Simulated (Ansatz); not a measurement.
# TiSi2 (Immm) in Ansatz: further runs

Runs on TiSi2. Level: PBEsol. Tasks: single point, equation of state.

Program: Ansatz 0.2.0. These are calculated values, not measurements. Logs are shortened: lines on timing, memory, paths and dates and some standing lists are left out, and cuts for length are marked.

### 1 Starting point

Symmetry: Immm, No. 71, orthorhombic system. The conventional cell has a = 2.946 Å, b = 3.424 Å, c = 8.424 Å, α = 90.00°, β = 90.00°, γ = 90.00°. Around Ti (site symmetry mmm) lie 10 Si at 2.67 to 2.78 Å and 2 Ti at 2.95 Å. Si (site symmetry mm2) has 7 Si at 2.63 to 2.95 Å and 5 Ti at 2.67 to 2.78 Å as nearest neighbours.

The cell comes from a database or a generator and needn't be the stable form of this composition.

### 2 Single point, PBEsol, 13.31 Å³/atom (volume scaled by 0.94)

File input.yaml:

```yaml
crystal:
  lattice:
    - [-1.4428049511, 1.6771787643, 4.1260979956]
    - [1.4428049511, -1.6771787643, 4.1260979956]
    - [1.4428049511, 1.6771787643, -4.1260979956]
  atoms:
    - { symbol: Ti, position: [0.0, 0.0, 0.0] }
    - { symbol: Si, position: [0.670078, 0.670078, 0.0] }
    - { symbol: Si, position: [0.329922, 0.329922, 0.0] }
kpoints:
  mp_grid: { grid: [12, 12, 12] }
scf:
  occupations: { method: fermi_dirac, width: 0.05 }
hamiltonian:
  xc: pbesol
  pseudopotentials: { kind: all_electron, lapw: { basis_error: 0.002 } }
output:
  forces: true
  stress: true
  eigenvalues: true
```

Potentials or basis: all-electron LAPW, scalar-relativistic.

The run is started by

```
$ ansatz run input.yaml --threads 2 --pin off --max-ram 6144MiB --backend cpu --events-out ev --progress --plain --runs-dir out
```

Output:

```text
Warning: RAYON_NUM_THREADS=2 ignored (pool sized by the plan → 2); use --threads N
LAPW: plane waves up to 7.430 Å⁻¹, error target 2.0e-3 eV per atom; small_component_spin mean_spin; Si in spheres of 1.177 Å, 12 of its electrons in bands, Dirac shells []; Ti in spheres of 1.443 Å, 12 of its electrons in bands, Dirac shells [] (how accurate: hamiltonian.pseudopotentials.lapw.basis_error, Limitations)
Engine: ansatz 0.2.0, aarch64-unknown-linux-gnu
Pseudopotentials: kind: all_electron
Pseudopotential: Ti, LAPW, valence charge 12, lapw/all_electron/scalar/gaussian/Ti, Koelling and Harmon's equation, gaussian nucleus
Pseudopotential: Si, LAPW, valence charge 12, lapw/all_electron/scalar/gaussian/Si, Koelling and Harmon's equation, gaussian nucleus
Functional definition: PBEsol
  exchange = pbesol_x
  correlation = pbesol_c
Crystal: 3 atoms, lattice volume = 39.938 Å³
Basis set: ecut = 210.35132457117967 eV, 269 PW (Γ), FFT grids on a1+a3, a2+a3, a3, exchange–correlation at level 2
Bands: 22, of which v1, the nominal top of the filled ones, is band 18 counted from 1 (17 counted from 0)
Symmetry: 8 space group operations
Space group: Immm (ITA 71), of the structure as read, at distance tolerance 3.4e-5 Å
k-points: 280 of 1728
Non-local potential: Ti, projectors of the file, none
Non-local potential: Si, projectors of the file, none
Initial density: superposition of atomic densities (chi_scale 0.1, normalization cell, long waves kept (reshape's long-wave potential 0.00 eV rms))
Initial wavefunctions: plane waves of lowest kinetic energy (no species holds an atomic orbital)
Functional: x = pbesol(κ = 0.804, μ = 0.12345679012345678), c = pbesol(β = 0.046)
iter 1 solved again at ethr=1.17e-3 eV; its pass at ethr=1.00e-1 eV (dr2=4.21e-1 eV) is discarded
SCF iter   1: F=—  HF=-38965.248685 eV  |F-HF|=—  |Δ(HF+E_count)|=         —  Δρ=2.50e-2  dr2=4.19e-1  ethr=1.17e-3  ⟨swp⟩=2.2  Hψ=42833  notcnv=0
preconditioner: auto → Kerker (q_TF=auto, 2.681 Å⁻¹)  [metal: Δε(μ)=0.012 eV  Ē_g=6.996 eV  σ=0.050 eV  W_gap=0.06  n_scr=10 (ndim 8)  ℏωp=20.4 eV  f_vac=0.000  D(μ)=1.25/eV (n_scr^D=10)]
SCF iter   2: F=—  HF=-38965.099249 eV  |F-HF|=—  |Δ(HF+E_count)|=   1.49e-1  Δρ=1.99e-2  dr2=4.00e-1  ethr=1.17e-3  ⟨swp⟩=2.0  Hψ=18490  notcnv=0
iter 3 solved again at ethr=6.16e-5 eV; its pass at ethr=1.11e-3 eV (dr2=2.22e-2 eV) is discarded
SCF iter   3: F=—  HF=-38965.030523 eV  |F-HF|=—  |Δ(HF+E_count)|=   6.87e-2  Δρ=8.16e-3  dr2=2.21e-2  ethr=6.16e-5  ⟨swp⟩=2.0  Hψ=31642  notcnv=0
SCF iter   4: F=—  HF=-38964.991070 eV  |F-HF|=—  |Δ(HF+E_count)|=   3.95e-2  Δρ=3.86e-3  dr2=1.28e-2  ethr=6.13e-5  ⟨swp⟩=2.6  Hψ=18764  notcnv=0
SCF iter   5: F=—  HF=-38964.987746 eV  |F-HF|=—  |Δ(HF+E_count)|=   3.32e-3  Δρ=4.24e-4  dr2=7.72e-5  ethr=3.55e-5  ⟨swp⟩=2.6  Hψ=17700  notcnv=0
SCF iter   6: F=—  HF=-38964.987702 eV  |F-HF|=—  |Δ(HF+E_count)|=   4.41e-5  Δρ=2.39e-4  dr2=3.59e-5  ethr=2.15e-7  ⟨swp⟩=3.0  Hψ=18531  notcnv=0
SCF iter   7: F=—  HF=-38964.987695 eV  |F-HF|=—  |Δ(HF+E_count)|=   7.02e-6  Δρ=4.98e-5  dr2=1.19e-6  ethr=9.98e-8  ⟨swp⟩=2.0  Hψ=17407  notcnv=0
SCF iter   8: F=—  HF=-38964.987695 eV  |F-HF|=—  |Δ(HF+E_count)|=   1.69e-8  Δρ=1.84e-5  dr2=2.56e-7  ethr=3.31e-9  ⟨swp⟩=2.0  Hψ=17407  notcnv=0
SCF iter   9: F=-38964.987695 eV  HF=-38964.987695 eV  |F-HF|=7.79e-9  |Δ(HF+E_count)|=   5.84e-8  Δρ=3.72e-6  dr2=7.18e-9  ethr=7.12e-10  ⟨swp⟩=2.0  Hψ=17407  notcnv=0
SCF 1 converged in 9 iterations: F = -38964.987695 eV  dr2 = 7.18e-9
SCF converged after 9 iterations
Free energy (F): -38964.987695 eV
Harris-Foulkes:  -38964.987695 eV  (|F-HF|=7.79e-9)
Internal energy: -38964.977352 eV  (E = F + TS)
E sigma→0 (E₀):  -38964.982524 eV
Entropy (-TS):   -0.010343 eV (-3.448 meV/atom)
Fermi energy:    14.670063 eV
--- Per-component energies (eV) ---
  E_band       = -1439.153035
  E_kinetic    = 39230.215885
  E_xc         = -2233.656186
  E_electrostatic = -75961.537051  (all electrons and nuclei)
  E_smearing   = -0.010343  (= −TS)
  E_closure    = 0.000000  (closes the sum)
  E_atoms      = -38944.776742  (free atoms, spherical and without spin; not in F)
  Σ components = -38964.987695   (vs F -38964.987695, Δ=0.00e0)
  Basis errors (estimates in eV, not in F): energy 4.0e-4 per atom: plane waves 3.2e-4 (1.7e-4 summed), levels above the bands 1.1e-35, relativity 3.4e-8, radial functions 8.3e-5, core shells 2.7e-8; eigenvalues (radial functions only) 2.4e-6; not estimated: angular momenta, meshes, grids; target (lapw.basis_error) 2.0e-3; muffin-tin radii Si 1.177 Å, Ti 1.443 Å
--- Forces (eV/Å), atoms counted from 1 ---
  atom   1  Ti     0.00000000    -0.00000000     0.00000000
  atom   2  Si     0.00000000    -0.00000000    -0.02445894
  atom   3  Si     0.00000000     0.00000000     0.02445894
  max |Σ_I F_I| component: 2.47e-32 eV/Å
--- Stress (GPa, compression-positive) ---
        5.863428       0.000000       0.000000
        0.000000       6.062737       0.000000
        0.000000       0.000000       5.554790
  P = ⅓ Tr σ = 5.8270 GPa (58.270 kbar)
--- Band table (eV; the first three rows and the last of 280) ---
  k-point 0: bands = ["-118.7918", "-118.7897", "-75.0992", "-75.0942", "-75.0661", "-75.0629", "-75.0606", "-75.0556", "-41.1233", "-17.5948", "-17.5600", "-17.2773", "1.7066", "9.6785", "10.6101", "12.4195", "13.9556", "15.5001", "16.8299", "17.2722", "18.0374", "18.7806"]
  k-point 1: bands = ["-118.7918", "-118.7898", "-75.0992", "-75.0946", "-75.0660", "-75.0630", "-75.0604", "-75.0557", "-41.1195", "-17.5903", "-17.5652", "-17.3061", "1.9253", "9.8630", "10.4885", "12.2339", "13.9465", "14.9277", "16.4142", "17.1414", "18.5825", "18.7171"]
  k-point 2: bands = ["-118.7915", "-118.7899", "-75.0991", "-75.0955", "-75.0657", "-75.0631", "-75.0599", "-75.0562", "-41.1090", "-17.5784", "-17.5783", "-17.3835", "2.5692", "10.1595", "10.3203", "11.8517", "13.9024", "13.9408", "15.1762", "17.5236", "18.5291", "18.9575"]
  k-point 279: bands = ["-118.7917", "-118.7898", "-75.0993", "-75.0941", "-75.0646", "-75.0630", "-75.0621", "-75.0554", "-41.1229", "-17.6098", "-17.5610", "-17.2778", "2.9328", "5.5962", "13.2633", "13.3798", "14.2446", "15.1523", "16.7988", "17.3355", "17.3461", "18.6482"]
```

It took 28 s on 2 threads of Arm Neoverse V1, shared host; peak memory 0.76 GiB.

Results:

- Free energy: -38964.9877 eV
- Pressure: 5.8 GPa
- Largest force: 0.024 eV/Å
- Band gap on the k mesh: none (metal or under the smearing width)

### 3 Single point, PBEsol, 13.60 Å³/atom (volume scaled by 0.96)

input.yaml, as its differences from that of step 2:

```diff
@@ -2,5 +2,5 @@
   lattice:
-    - [-1.4428049511, 1.6771787643, 4.1260979956]
-    - [1.4428049511, -1.6771787643, 4.1260979956]
-    - [1.4428049511, 1.6771787643, -4.1260979956]
+    - [-1.4529658841, 1.6889902715, 4.1551559811]
+    - [1.4529658841, -1.6889902715, 4.1551559811]
+    - [1.4529658841, 1.6889902715, -4.1551559811]
   atoms:
```

Potentials or basis: all-electron LAPW, scalar-relativistic.

The run is started by

```
$ ansatz run input.yaml --threads 2 --pin off --max-ram 6144MiB --backend cpu --events-out ev --progress --plain --runs-dir out
```

Run time: 28 s. Hardware: 2 threads of Arm Neoverse V1, shared host; peak memory 0.76 GiB.

The run converged. Its results:

```yaml
Free_energy: -38965.0092 eV
Pressure: 2.3 GPa
Largest_force: 0.039 eV/Å
Band_gap_on_the_k_mesh: none (metal or under the smearing width)
```

### 4 Single point, PBEsol, 13.88 Å³/atom (volume scaled by 0.98)

input.yaml, as its differences from that of step 3:

```diff
@@ -2,5 +2,5 @@
   lattice:
-    - [-1.4529658841, 1.6889902715, 4.1551559811]
-    - [1.4529658841, -1.6889902715, 4.1551559811]
-    - [1.4529658841, 1.6889902715, -4.1551559811]
+    - [-1.4629866552, 1.7006388484, 4.1838131348]
+    - [1.4629866552, -1.7006388484, 4.1838131348]
+    - [1.4629866552, 1.7006388484, -4.1838131348]
   atoms:
```

The run is started by

```
$ ansatz run input.yaml --threads 2 --pin off --max-ram 6144MiB --backend cpu --events-out ev --progress --plain --runs-dir out
```

It took 28 s on 2 threads of Arm Neoverse V1, shared host; peak memory 0.76 GiB.

It converged, with:

```
Free energy            : -38965.0130 eV
Pressure               : -0.8 GPa
Largest force          : 0.053 eV/Å
Band gap on the k mesh : none (metal or under the smearing width)
```

### 5 Single point, PBEsol, 14.16 Å³/atom

input.yaml, as its differences from that of step 4:

```diff
@@ -2,5 +2,5 @@
   lattice:
-    - [-1.4629866552, 1.7006388484, 4.1838131348]
-    - [1.4629866552, -1.7006388484, 4.1838131348]
-    - [1.4629866552, 1.7006388484, -4.1838131348]
+    - [-1.472872, 1.71213, 4.212083]
+    - [1.472872, -1.71213, 4.212083]
+    - [1.472872, 1.71213, -4.212083]
   atoms:
```

The run is started by

```
$ ansatz run input.yaml --threads 2 --pin off --max-ram 6144MiB --backend cpu --events-out ev --progress --plain --runs-dir out
```

It took 28 s on 2 threads of Arm Neoverse V1, shared host; peak memory 0.75 GiB.

It converged, with:

* Free energy: -38965.0011 eV
* Pressure: -3.6 GPa
* Largest force: 0.067 eV/Å
* Band gap on the k mesh: none (metal or under the smearing width)

### 6 Single point, PBEsol, 14.45 Å³/atom (volume scaled by 1.02)

input.yaml, as its differences from that of step 5:

```diff
@@ -2,5 +2,5 @@
   lattice:
-    - [-1.472872, 1.71213, 4.212083]
-    - [1.472872, -1.71213, 4.212083]
-    - [1.472872, 1.71213, -4.212083]
+    - [-1.4826264035, 1.7234689397, 4.2399784024]
+    - [1.4826264035, -1.7234689397, 4.2399784024]
+    - [1.4826264035, 1.7234689397, -4.2399784024]
   atoms:
```

Potentials or basis: all-electron LAPW, scalar-relativistic.

The run is started by

```
$ ansatz run input.yaml --threads 2 --pin off --max-ram 6144MiB --backend cpu --events-out ev --progress --plain --runs-dir out
```

It took 28 s on 2 threads of Arm Neoverse V1, shared host; peak memory 0.84 GiB.

Results (log left out):

```yaml
Free_energy: -38964.9752 eV
Pressure: -6.2 GPa
Largest_force: 0.081 eV/Å
Band_gap_on_the_k_mesh: none (metal or under the smearing width)
```

### 7 Single point, PBEsol, 14.73 Å³/atom (volume scaled by 1.04)

input.yaml, as its differences from that of step 6:

```diff
@@ -2,5 +2,5 @@
   lattice:
-    - [-1.4826264035, 1.7234689397, 4.2399784024]
-    - [1.4826264035, -1.7234689397, 4.2399784024]
-    - [1.4826264035, 1.7234689397, -4.2399784024]
+    - [-1.4922541174, 1.7346606101, 4.2675115011]
+    - [1.4922541174, -1.7346606101, 4.2675115011]
+    - [1.4922541174, 1.7346606101, -4.2675115011]
   atoms:
```

The run is started by

```
$ ansatz run input.yaml --threads 2 --pin off --max-ram 6144MiB --backend cpu --events-out ev --progress --plain --runs-dir out
```

Wall time 27 s (2 threads of Arm Neoverse V1, shared host); peak memory 0.69 GiB.

The run converged. Its results:

* Free energy: -38964.9365 eV
* Pressure: -8.4 GPa
* Largest force: 0.094 eV/Å
* Band gap on the k mesh: none (metal or under the smearing width)

### 8 Single point, PBEsol, 15.01 Å³/atom (volume scaled by 1.06)

input.yaml, as its differences from that of step 7:

```diff
@@ -2,5 +2,5 @@
   lattice:
-    - [-1.4922541174, 1.7346606101, 4.2675115011]
-    - [1.4922541174, -1.7346606101, 4.2675115011]
-    - [1.4922541174, 1.7346606101, -4.2675115011]
+    - [-1.501759177, 1.7457097017, 4.2946938359]
+    - [1.501759177, -1.7457097017, 4.2946938359]
+    - [1.501759177, 1.7457097017, -4.2946938359]
   atoms:
```

The run is started by

```
$ ansatz run input.yaml --threads 2 --pin off --max-ram 6144MiB --backend cpu --events-out ev --progress --plain --runs-dir out
```

Run time: 27 s. Hardware: 2 threads of Arm Neoverse V1, shared host; peak memory 0.69 GiB.

Results (log left out):

* Free energy: -38964.8863 eV
* Pressure: -10.4 GPa
* Largest force: 0.107 eV/Å
* Band gap on the k mesh: none (metal or under the smearing width)

### 9 Equation of state, PBEsol

Potentials or basis: all-electron LAPW, scalar-relativistic.

This step only gathers the single runs of the series.

What came out:

```yaml
Equilibrium_volume: 13.80 Å³/atom
Bulk_modulus_at_fixed_shape_and_positions: 149 GPa
Pressure_derivative_of_the_bulk_modulus: 4.2
```

Energy against volume, from the lowest point:
```csv
volume (Å³/atom),energy (meV/atom)
13.313,8.45
13.596,1.29
13.879,0.00
14.162,3.97
14.446,12.60
14.729,25.52
15.012,42.23
```

Caveat: the cell was scaled at fixed shape and fractional positions, which overstates the stiffness of a crystal with free parameters, most of all of layers and chains.
